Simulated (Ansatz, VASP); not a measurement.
# Zn16HSe15N (N-H pair in ZnSe): VASP beside Ansatz

Wanted: the spread between two codes on one cell, functional and k mesh. Of the first pair: The structure shown is the start of the Ansatz relaxation below; VASP solves that cell, so the two are compared at the walk's first step.

Calculated with Ansatz 0.2.0; plane waves, with VASP 6.6.1 beside it; single point at HSE06.

## (1) The structure

The cell holds 33 atoms: 16 Zn, 15 Se, 1 N and 1 H. Its edges and angles: a = 9.928 Å, b = 9.928 Å, c = 9.928 Å, α = 109.5°, β = 109.5°, γ = 109.5°. It derives from ZnSe (ZnSe (F-43m)). Nearest the centre at fractional (0.460, 0.710, 0.460): H33 at 0.38 Å, N32 at 0.65 Å, Zn7 at 2.53 Å, Zn12 at 2.63 Å, Zn9 at 2.64 Å, Zn16 at 2.66 Å, Se23 at 3.72 Å, Se19 at 3.74 Å.

## (2) Ansatz: relaxation, HSE06

Ansatz runs on its default PAW (the set named soft_2) files.

The two programs are compared at the cell with which this relaxation starts, whose forces are those of its first step.

File input.yaml:

```yaml
relax:
  f_tol: 0.01
  max_steps: 80
  random_displacement: { amplitude: 0.02, seed: 695 }
crystal:
  lattice:
    - [-5.73182924, 5.73182924, -5.73182924]
    - [5.73182924, 5.73182924, 5.73182924]
    - [5.73182924, -5.73182924, -5.73182924]
  atoms:
    - { symbol: Zn, position: [0.0, 0.0, 0.0] }
    - { symbol: Zn, position: [0.0, 0.25, 0.75] }
    - { symbol: Zn, position: [0.0, 0.5, 0.5] }
    - { symbol: Zn, position: [0.0, 0.75, 0.25] }
    - { symbol: Zn, position: [0.25, 0.0, 0.75] }
    - { symbol: Zn, position: [0.25, 0.25, 0.5] }
    - { symbol: Zn, position: [0.204674156, 0.454674156, 0.204674156] }
    - { symbol: Zn, position: [0.25, 0.75, 0.0] }
    - { symbol: Zn, position: [0.5, 0.0, 0.5] }
    - { symbol: Zn, position: [0.5, 0.25, 0.25] }
    - { symbol: Zn, position: [0.5, 0.5, 0.0] }
    - { symbol: Zn, position: [0.5, 0.75, 0.75] }
    - { symbol: Zn, position: [0.75, 0.0, 0.25] }
    - { symbol: Zn, position: [0.75, 0.25, 0.0] }
    - { symbol: Zn, position: [0.75, 0.5, 0.75] }
    - { symbol: Zn, position: [0.75, 0.75, 0.5] }
    - { symbol: Se, position: [0.0, 0.0, 0.75] }
    - { symbol: Se, position: [0.0, 0.25, 0.5] }
    - { symbol: Se, position: [0.0, 0.5, 0.25] }
    - { symbol: Se, position: [0.0, 0.75, 0.0] }
    - { symbol: Se, position: [0.25, 0.0, 0.5] }
    - { symbol: Se, position: [0.25, 0.25, 0.25] }
    - { symbol: Se, position: [0.25, 0.5, 0.0] }
    - { symbol: Se, position: [0.25, 0.75, 0.75] }
    - { symbol: Se, position: [0.5, 0.0, 0.25] }
    - { symbol: Se, position: [0.5, 0.25, 0.0] }
    - { symbol: Se, position: [0.5, 0.5, 0.75] }
    - { symbol: "N", position: [0.525175209, 0.775175209, 0.525175209] }
    - { symbol: Se, position: [0.75, 0.0, 0.0] }
    - { symbol: Se, position: [0.75, 0.25, 0.75] }
    - { symbol: Se, position: [0.75, 0.5, 0.5] }
    - { symbol: Se, position: [0.75, 0.75, 0.25] }
    - { symbol: H, position: [0.420543, 0.670543, 0.420543] }
basis:
  ecutwfc: 420
  xc_grid: 2
hamiltonian:
  xc: hse06
kpoints:
  mp_grid: { grid: [1, 1, 1] }
scf:
  occupations: { method: fermi_dirac, width: 0.01 }
  max_iter: 120
output:
  forces: true
checkpoint:
  write: "../relax.run"
  compress: false
  write_wavefunctions: true
  write_every: 100000
```

Started as:

```bash
> ansatz run input.yaml --threads 4 --pin off --max-ram 7536MiB --backend cpu --events-out ev --progress --plain --runs-dir out
```

Numbers of over 12 decimals in the logs are rounded to 6 here.

Output:

```text
exact exchange: scf.exx.singularity resolves to wigner_seitz, which cuts the screened interaction at the faces of the exchange supercell's Wigner-Seitz cell, so that each pair interacts once, at the shortest of its separations (the periodic images that this leaves out come, for a point-like exchange hole, to about 0.012 eV on a filled level). The cut falls within the interaction's reach, and what an exchange supercel [...]
Engine: ansatz 0.2.0, aarch64-unknown-linux-gnu
Pseudopotentials: kind: paw
Pseudopotential: Zn, paw, valence charge 12, recommended cutoff 420 eV (normal), Zn.paw.azcp
Pseudopotential: Se, paw, valence charge 16, recommended cutoff 420 eV (normal), Se.paw.azcp
Pseudopotential: N, paw, valence charge 5, recommended cutoff 420 eV (normal), N.paw.azcp
Pseudopotential: H, paw, valence charge 1, recommended cutoff 420 eV (normal), H.paw.azcp
Functional definition: HSE06
  parameter a = 0.25
  parameter omega = 0.11/bohr
  exchange = pbe_x - a*pbe_x_sr(omega) + a*exact_x_sr(omega)
  correlation = pbe_c
Crystal: 33 atoms, lattice volume = 753.251 Å³
Basis set: ecut = 420 eV, 14771 PW (Γ), exchange–correlation on 144×144×144 points (8 copies of the dense FFT grid, shifted against one another)
Bands: 263, of which v1, the nominal top of the filled ones, is band 219 counted from 1 (218 counted from 0)
Symmetry: 1 space group operations
k-points: 1
Non-local potential: Zn, projectors of the file, l = 0: 2, l = 1: 2, l = 2: 3, l = 3: 1
Non-local potential: Se, projectors of the file, l = 0: 2, l = 1: 2, l = 2: 3, l = 3: 1
Non-local potential: N, projectors of the file, l = 0: 2, l = 1: 2, l = 2: 1
Non-local potential: H, projectors of the file, l = 0: 2, l = 1: 1
PAW form: soft (Blöchl's): semilocal exchange-correlation on the pseudo side does not see the compensation charge
PAW frozen core: Zn, regenerated for the run's functional, and the local potential with it (the file was generated under x = pbe(κ = 0.804, μ = 0.219515), c = pbe(β = 0.066725))
PAW frozen core: Se, regenerated for the run's functional, and the local potential with it (the file was generated under x = pbe(κ = 0.804, μ = 0.219515), c = pbe(β = 0.066725))
PAW frozen core: N, regenerated for the run's functional, and the local potential with it (the file was generated under x = pbe(κ = 0.804, μ = 0.219515), c = pbe(β = 0.066725))
PAW one-centre angular grid: Zn, 590 points (default); XC on 64 Gauss nodes
PAW one-centre angular grid: Se, 590 points (default); XC on 64 Gauss nodes
PAW one-centre angular grid: N, 110 points (default); XC on 64 Gauss nodes
PAW one-centre angular grid: H, 110 points (default); XC on 64 Gauss nodes
Initial density: superposition of atomic densities (neutral atoms: chi_scale 0, normalization atom), corrected by the library's trained network
Initial wavefunctions: pseudopotential atomic-orbital guess
Functional: x = pbe(κ = 0.804, μ = 0.219515), c = pbe(β = 0.066725), warm-up for x = pbe(κ = 0.804, μ = 0.219515) + 0.25 (exact − pbe) at short range (hse, ω = 0.207870 Å⁻¹), c = pbe(β = 0.066725); HSE06 as pw.x's `hse` composes it (authors' and Libxc's form: `xc: wpbeh`)
SCF iter   1: F=—  HF=-135558.388510 eV  |F-HF|=—  |Δ(HF+E_count)|=         —  Δρ=3.92e-3  dr2=1.86e-1  ethr=1.77e-3  ⟨swp⟩=17.0  Hψ=1254  notcnv=0
preconditioner: auto → none  [insulator: Δε(μ)=0.881 eV  Ē_g=10.808 eV  σ=0.010 eV  W_gap=1.00  n_scr=200 (ndim 8)  ℏωp=23.0 eV  f_vac=0.132  D(μ)=0.00/eV (n_scr^D=0)]
SCF iter   2: F=—  HF=-135558.426227 eV  |F-HF|=—  |Δ(HF+E_count)|=   3.77e-2  Δρ=6.19e-3  dr2=4.45e-1  ethr=4.25e-5  ⟨swp⟩=8.0  Hψ=732  notcnv=0
iter 3 solved again at ethr=2.62e-6 eV; its pass at ethr=4.25e-5 eV (dr2=1.15e-2 eV) is discarded
SCF iter   3: F=—  HF=-135558.355468 eV  |F-HF|=—  |Δ(HF+E_count)|=   7.08e-2  Δρ=9.62e-4  dr2=1.16e-2  ethr=2.62e-6  ⟨swp⟩=9.0  Hψ=1191  notcnv=0  defer=1
[...]
hybrid outer 2: dexx = +1.560e-10 eV, tail = 1.46e-9 eV, Δε = 5.06e-5 eV (about 2.17e-4 eV left of the loop's levels), ΔF = 3.76e-5 eV/Å (tail 7.24e-4)
relax step   8: F+E_penalty+E_count = -135584.72264242 eV  Δ(F+E_penalty+E_count) = -1.193e-9 eV  max|allowed force component| = 9.956e-3 eV/Å  Δτ_max = 0.0000 Å  (4 SCF iters, accepted)
hybrid SCF converged: 2 outer / 4 inner (+0 warm-up), last move |dexx| = 1.56e-10 eV, tail = 1.46e-9 eV
Stability not checked: this state was not tested for a lower state beside it, because the functional holds exact exchange (a hybrid, or Hartree-Fock), whose exchange loop this test does not read (fock_operator; see scf.lower_state_search)
Free energy (F): -135584.722642 eV
Frozen-core exchange: fock
Harris-Foulkes:  -135584.722642 eV  (|F-HF|=5.82e-10)
Internal energy: -135584.722642 eV  (E = F + TS)
E sigma→0 (E₀):  -135584.722642 eV
Fermi energy:    6.519600 eV
--- Per-component energies (eV) ---
  E_band       = -7089.757561
  E_kinetic    = 3997.780104
  E_local      = -69710.555472  (includes V_loc(G=0)·N_el)
  E_nonlocal   = 1009.136955
  E_hartree    = 32214.467355
  E_xc         = -3040.681932
  E_vxc        = -1901.169961  (∫ρ·V_xc dr)
  E_exx        = -1708.474351  (= α·E_x^exact, valence–valence)
  E_paw        = -57179.889285  (= ΣΔE_a)
  E_vpaw       = -1496.919429  (= ΣTr[D̂ρ^β])
  E_aug_tail   = -0.015680  (compensation charges beyond the density's cutoff)
  E_ewald      = -41160.654178
  E_core_change = -5.836175  (= ΣΔE_core)
  E_smearing   = -0.000000  (= −TS)
  E_closure    = 0.000017  (closes the sum)
  Σ components = -135584.722642   (vs F -135584.722642, Δ=0.00e0)
--- Forces (eV/Å), atoms counted from 1 ---
  atom   1  Zn     0.00166829     0.00116734    -0.00647393
  atom   2  Zn     0.00157674     0.00632183    -0.00140550
  atom   3  Zn    -0.00143305     0.00137584    -0.00020168
  atom   4  Zn    -0.00141938     0.00027831    -0.00141443
  atom   5  Zn    -0.00558716     0.00212142    -0.00190334
  atom   6  Zn    -0.00004919     0.00098818     0.00118261
  atom   7  Zn     0.00651148     0.00645547    -0.00693743
  atom   8  Zn    -0.00003648    -0.00151315    -0.00085725
  atom   9  Zn    -0.00027582    -0.00066574     0.00321550
  atom  10  Zn     0.00097793    -0.00005314     0.00167913
  atom  11  Zn     0.00067724    -0.00140043    -0.00009097
  atom  12  Zn    -0.00025406    -0.00288904     0.00044482
  atom  13  Zn     0.00144779    -0.00505033    -0.00157818
  atom  14  Zn     0.00656080     0.00130968    -0.00145753
  atom  15  Zn     0.00158055     0.00169533     0.00540227
  atom  16  Zn    -0.00321823    -0.00051913     0.00037714
  atom  17  Se     0.00476479    -0.00716807     0.00724348
  atom  18  Se    -0.00133206     0.00023984     0.00173112
  atom  19  Se    -0.00211675    -0.00637182     0.00635434
  atom  20  Se    -0.00135036    -0.00159805    -0.00009172
  atom  21  Se     0.00155597    -0.00163615    -0.00035349
  atom  22  Se    -0.00604736    -0.00637136     0.00229212
  atom  23  Se    -0.00617237    -0.00189969     0.00642194
  atom  24  Se     0.00163654     0.00043671     0.00155338
  atom  25  Se    -0.00111456     0.00199799    -0.00097785
  atom  26  Se    -0.00007427    -0.00168142     0.00143898
  atom  27  Se    -0.00103477     0.00047420    -0.00180096
  atom  28  N      0.00876126     0.00995587    -0.00942183
  atom  29  Se    -0.00623371     0.00475745     0.00618298
  atom  30  Se    -0.00671069    -0.00642327    -0.00482708
  atom  31  Se     0.00099332    -0.00139496    -0.00237445
  atom  32  Se     0.00113800     0.00215455     0.00146227
  atom  33  H      0.00461164     0.00490874    -0.00481684
  max |Σ_I F_I| component: 3.04e-6 eV/Å
--- Band table (eV) ---
  k-point 0: bands = [... 215 lower, 4.7818, 5.3662, 5.4181, 5.4181, 7.6141, 9.0085, 9.4414, 9.4415, ... 16 higher]
  guard bands above this table: 24 of the run's 263 bands. The solve was not asked for them (output.publish_guard_bands: true or output.eigenvalues: true publishes all)
--- Relaxed structure (8 steps of the walk, 8 accepted, 0 SCFs on fresh bases) ---
  F+E_penalty+E_count = -135584.72264242 eV   max|allowed force component| = 9.956e-3 eV/Å
  atoms:
    - { symbol: Zn, position: [-0.00226105, -0.00605582, -0.00209401] }
    - { symbol: Zn, position: [-0.00226453, 0.247745, 0.744098] }
    - { symbol: Zn, position: [5.9708581597499224e-5, 0.503655, 0.507580] }
    - { symbol: Zn, position: [6.659033949529825e-5, 0.757420, 0.253825] }
    - { symbol: Zn, position: [0.244748, -0.00645169, 0.743716] }
    - { symbol: Zn, position: [0.253645, 0.250090, 0.507568] }
    - { symbol: Zn, position: [0.179159, 0.429177, 0.179336] }
    - { symbol: Zn, position: [0.253650, 0.757415, 0.00025466] }
    - { symbol: Zn, position: [0.515579, -0.026577, 0.515763] }
    - { symbol: Zn, position: [0.507412, 0.250084, 0.253822] }
    - { symbol: Zn, position: [0.507397, 0.503662, 0.000248635] }
    - { symbol: Zn, position: [0.515564, 0.765577, 0.723586] }
    - { symbol: Zn, position: [0.743526, -0.00646438, 0.244923] }
    - { symbol: Zn, position: [0.743937, 0.247746, -0.00209107] }
    - { symbol: Zn, position: [0.743542, 0.494768, 0.743710] }
    - { symbol: Zn, position: [0.723389, 0.765603, 0.515765] }
    - { symbol: Se, position: [-0.000980337, 0.000922109, 0.751083] }
    - { symbol: Se, position: [-0.00214916, 0.247860, 0.495808] }
    - { symbol: Se, position: [-0.00520034, 0.500445, 0.250609] }
    - { symbol: Se, position: [-0.00214251, 0.745654, -0.00196727] }
    - { symbol: Se, position: [0.258871, -0.0023828, 0.500731] }
    - { symbol: Se, position: [0.250433, 0.244810, 0.250597] }
    - { symbol: Se, position: [0.250423, 0.500434, -0.00503285] }
    - { symbol: Se, position: [0.258863, 0.750559, 0.747776] }
    - { symbol: Se, position: [0.500543, -0.00239801, 0.259043] }
    - { symbol: Se, position: [0.495646, 0.247873, -0.00196886] }
    - { symbol: Se, position: [0.500550, 0.508877, 0.747766] }
    - { symbol: N, position: [0.537870, 0.787903, 0.538077] }
    - { symbol: Se, position: [0.750901, 0.000910232, -0.000818866] }
    - { symbol: Se, position: [0.750909, 0.249029, 0.751081] }
    - { symbol: Se, position: [0.747585, 0.508884, 0.500714] }
    - { symbol: Se, position: [0.747585, 0.750549, 0.259046] }
    - { symbol: H, position: [0.435360, 0.685402, 0.435574] }
```

Reading the cycles: dr2 is the Hartree energy of the density residual (eV), the measure of convergence; HF is the Harris–Foulkes estimate of the energy, which meets the free energy F at convergence.

## (3) VASP: single point, HSE06, start cell, pair 1

The same cell, functional, mesh and smearing now go to VASP, with its own data sets.

Lines of VASP's logs that name or quote its potential files are left out, and so is its time.

The run reads the wave functions of an earlier VASP run, which isn't shown here.

File INCAR:

```
SYSTEM = Zn16HSe15N
PREC = Accurate
ENCUT = 520
EDIFF = 1E-06
NELM = 100
ISMEAR = -1
SIGMA = 0.01
LREAL = Auto
ALGO = Normal
LHFCALC = .TRUE.
AEXX = 0.25
GGA = PE
HFSCREEN = 0.208
LASPH = .TRUE.
NBANDS = 167
PRECFOCK = Fast
LORBIT = 11
LWAVE = .FALSE.
LCHARG = .FALSE.
ISIF = 2
```

File POSCAR:

```
Zn16HSe15N
1.0
   -5.7318292421      5.7318292421     -5.7318292421
    5.7318292421      5.7318292421      5.7318292421
    5.7318292421     -5.7318292421     -5.7318292421
Zn Se N H
16 15 1 1
Direct
    0.9978484181      0.9979174188      0.9988550775
    0.0011636774      0.2487540085      0.7504036353
    0.9988651965      0.4976542181      0.4982164296
    0.9993523010      0.7476167414      0.2488959353
    0.2507347898      0.0023828344      0.7513351878
    0.2485317409      0.2478932885      0.4997812006
    0.2046747993      0.4555509925      0.2068038753
    0.2485749208      0.7503507726      0.0009455097
    0.4977280166      0.9992132529      0.4982671987
    0.4977159785      0.2481996480      0.2490803441
    0.5019316484      0.5019265890      0.0021523670
    0.5014533543      0.7508875122      0.7491594426
    0.7491427812      0.9981816451      0.2504689061
    0.7515564086      0.2509956140      0.0024002809
    0.7515637361      0.5008894855      0.7492627255
    0.7522592383      0.7511829676      0.5003392249
    0.0020064275      0.0002398013      0.7498232795
    0.0005972788      0.2519308303      0.5020479289
    0.9999351865      0.5018834090      0.2514967629
    0.9976034701      0.7492786890      0.9991255846
    0.2521239623      0.0017847705      0.5005371547
    0.2496817228      0.2498028011      0.2518255410
    0.2500665912      0.5009278677      0.0021602179
    0.2507276367      0.7515508258      0.7491932887
    0.4991685689      0.9976168167      0.2493244198
    0.4986661115      0.2485419471      0.9975475543
    0.4979341462      0.4978251060      0.7483537661
    0.7514706594      0.0000829578      0.9990217783
    0.7480247263      0.2498916907      0.7501829378
    0.7511555767      0.5024401248      0.5014907770
    0.7515401834      0.7523120138      0.2518871270
    0.5264609032      0.7740450409      0.5256294060
    0.4219544752      0.6729743398      0.4221125400
```

File KPOINTS:

```
Automatic mesh
0
Gamma
1 1 1
0 0 0
```

PAW data sets: Zn, Se, N and H (PBE family, release 64).

Started as:

```bash
> export OMP_NUM_THREADS=3
> mpirun -np 1 vasp_gam
```

Output:

```text
[banner, memory and clock lines left out]
running    1 mpi-ranks, on    1 nodes
[...]
Offloading initialized ...    1 GPUs detected
[...]
LDA part: xc-table for (Slater+PW92), standard interpolation
 found WAVECAR, reading the header
 POSCAR, INCAR and KPOINTS ok, starting setup
[...]
reading WAVECAR
 the WAVECAR file was read successfully
 initial charge from wavefunction
 entering main loop
       N       E                     dE             d eps       ncg     rms          rms(c)
DAV:   1    -0.124054917462E+03   -0.12405E+03   -0.14102E+01   436   0.343E+01    0.861E+00
DAV:   2    -0.123941260538E+03    0.11366E+00   -0.45741E+00   380   0.128E+01    0.457E+00
DAV:   3    -0.123952627885E+03   -0.11367E-01   -0.44344E-01   380   0.344E+00    0.283E+00
DAV:   4    -0.123952873832E+03   -0.24595E-03   -0.49599E-02   365   0.110E+00    0.159E+00
[...]
DAV:  11    -0.123949320392E+03    0.43154E-05   -0.25181E-06   237   0.818E-03    0.212E-02
DAV:  12    -0.123949318444E+03    0.19482E-05   -0.11391E-06   189   0.706E-03    0.118E-02
DAV:  13    -0.123949317525E+03    0.91977E-06   -0.81777E-07   204   0.574E-03
   1 F= -.12394932E+03 E0= -.12394932E+03  d E =-.159008E-11
```

From OUTCAR (step 3):

```text
  Total       -6.8562700     -6.8098621     -7.0109265      2.6245986     -2.0643718     -1.8269872
  in kB      -14.5833993    -14.4846891    -14.9123564      5.5825646     -4.3909529     -3.8860319
  external PRESSURE =     -14.6601483 kB  Pullay stress =       0.0000000 kB

 POSITION                                       TOTAL-FORCE (eV/Angst)
 -----------------------------------------------------------------------------------
      5.72566      5.71412     -5.72487        -0.099021      0.040630      0.063207
      5.72033     -2.86870     -2.88204         0.055941     -0.172001      0.201815
     -0.01716      5.72210     -5.72855         0.305050     -0.039043     -0.179484
     -0.01628      8.58670     -2.86953         0.266549      0.275367      0.126516
      2.88301     -2.85570     -5.73004        -0.168356     -0.046276      0.028691
      2.86100     -0.01924     -2.86832         0.197813     -0.055280     -0.081945
      2.62334      2.59894      0.25262        -0.036932      0.020075     -0.076838
      2.88151      5.72025      2.87067        -0.011364      0.144790      0.197210
      5.73041      5.72423      0.01845        -0.993003     -0.940510     -1.489575
     -0.00250      2.84778     -2.85787        -0.098584      0.230944     -0.136477
      0.01231      5.74161     -0.01237        -0.158867      0.073015     -0.040789
      5.72377      2.88415     -2.86434        -1.107429      1.255543      1.074015
      2.86309      8.57972     -0.00820         0.010208      0.213131      0.086955
     -2.85537      5.73270     -2.88289        -0.186842     -0.118504      0.224875
[...]
-----------------------------------------------------------------------------------
    total drift:                                0.038590      0.012213      0.002740

  FREE ENERGIE OF THE ION-ELECTRON SYSTEM (eV)
  ---------------------------------------------------
  free  energy   TOTEN  =      -123.9493175245 eV

  energy  without entropy=     -123.9493175245  energy(sigma->0) =     -123.94931752

[... 3 further parts left out ...]
[key lines of the parts left out:]
E-fermi :   1.1424
```

The run ends at a pressure of -1.47 GPa, with forces up to 2.1 eV/Å.

## (4) Comparison

Known differences besides the potentials themselves: exact exchange at q = 0 is treated differently, which shows on coarse meshes; VASP keeps PBE cores, Ansatz makes them for the functional; the data sets hold 438 valence electrons in Ansatz (on its default PAW (the set named soft_2) files) and 288 in VASP; the cutoff is 420 eV in Ansatz and 520 eV in VASP (PREC = Accurate, projectors in real space); VASP takes a coarser grid for exact exchange (PRECFOCK = Fast). Total energies have different zeros and are not compared.

Forces on 9 of the 33 atoms, those with the largest forces and the largest differences (eV/Å; atoms numbered as in POSCAR):

| atom | Ansatz x, y, z | VASP x, y, z |
| --- | --- | --- |
| Zn3 | 0.306, -0.037, -0.178 | 0.305, -0.039, -0.179 |
| Zn4 | 0.267, 0.274, 0.125 | 0.267, 0.275, 0.127 |
| Zn9 | -0.993, -0.941, -1.491 | -0.993, -0.941, -1.490 |
| Zn12 | -1.108, 1.258, 1.076 | -1.107, 1.256, 1.074 |
| Zn16 | 1.387, -1.115, 1.048 | 1.384, -1.113, 1.047 |
| Se17 | 0.147, -0.014, -0.064 | 0.135, -0.003, -0.074 |
| Se26 | 0.265, 0.075, -0.217 | 0.256, 0.075, -0.207 |
| N32 | 0.884, 0.825, -0.771 | 0.909, 0.853, -0.799 |
| H33 | -0.086, -0.049, 0.015 | -0.121, -0.084, 0.051 |

The forces differ by 9.7 meV/Å r.m.s., which is 2.4 % of the r.m.s. force of 0.403 eV/Å (both taken over all components).

(Continued in part 2 of 2.)

[Lines on the potential files, build, host, timing and source positions are cut from VASP's logs without a mark.]

[Logs are printed without paths, hosts, clocks, repeated set-up lines and the standing remarks that a program may print on its own settings, such as how far it seeks lower states.]

[Hosts, paths, dates, database ids (printed as entryN), source tags and the programs' standing remarks are cut or masked in the printed files.]
